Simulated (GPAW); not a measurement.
Runs of GPAW 26.7.0 on V. It takes space group Im-3m (No. 229, cubic). Conventional cell: a = 3.029 Å, b = 3.029 Å, c = 3.029 Å, α = 90.00°, β = 90.00°, γ = 90.00°. Around V (site symmetry m-3m) lie 8 V at 2.62 Å. 

```csv
level,U,pressure (GPa),moment (μB)
PBEsol+U,V d U = 2 eV,-5.2,(b)
PBEsol+U,V d U = 3 eV,0.9,0.92
PBEsol+U,V d U = 1 eV,-8.2,0.41
PBEsol,-,-10.7,0.00
PBEsol+U,V d U = 4 eV,15.9,(a)
PBEsol+U,V d U = 8 eV,72.8,2.78
PBEsol+U,V d U = 6 eV,58.8,2.63
```

Alike in all rows: task band structure; potentials or basis PAW data sets generated in the run's folder for this functional, pw; spin collinear, ferromagnetic start; cell as given; k mesh 12 × 12 × 12; cutoff (eV) 600; smearing fermi-dirac 0.05 eV.

Q: Estimate the missing entries.

A: (a) 1.47; (b) 0.62.

Caveats: the U is typed as a test and isn't derived for this compound (some runs); a pressure of tens of GPa on the cell as given is suspect, and the run, the potentials or the cell itself is likely at fault (some runs).
